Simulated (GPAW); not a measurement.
Entries from a set of simulations; values are calculated unless marked as measured.

```
Quasiparticle gap of TlS (GaSe-type monolayer) in GPAW
1.0
     3.89890    0.00000    0.00000
    -1.94945    3.37655    0.00000
     0.00000    0.00000   15.90000
Tl S
2 2
Direct
  0.33333 0.66667 0.58736
  0.33333 0.66667 0.41264
  0.66667 0.33333 0.66406
  0.66667 0.33333 0.33594
# method: DFT, LDA, plane waves, PAW (and 1 further level or step)
# program: GPAW 26.7.0
# settings of one run: cutoff 550 eV, GPAW PAW setups 1.2.1 data release, 9×9×1 k-mesh
# notes: Values taken over the cell’s volume include its vacuum. The start is a generated structure, not a measured one. Limits: no spin-orbit coupling. Bands and cutoff are finite, so the gap is not at the basis limit. The miss can reach some tenths of an eV and take either sign; the mesh is an error of its own.
# LDA gap: 1.02 eV, indirect
# G0W0 gap on the mesh: 2.24 eV
# GW settings: 6×6×1 mesh, 158 bands, screening to 48 eV, full frequency, Hilbert transform
# known limits: not at the basis limit; no spin-orbit coupling
```

[Paths, hosts, dates, memory and timing lines, banners, echoed tables and standing remarks are left out of the program output.]

[Logs are printed without paths, hosts, clocks, repeated set-up lines and the standing remarks that a program may print on its own settings, such as how far it seeks lower states.]

[Runs of the session that timed out or met a known fault of the program may be left out.]

[Hosts, paths, dates, database ids (printed as entryN), source tags and the programs' standing remarks are cut or masked in the printed files.]
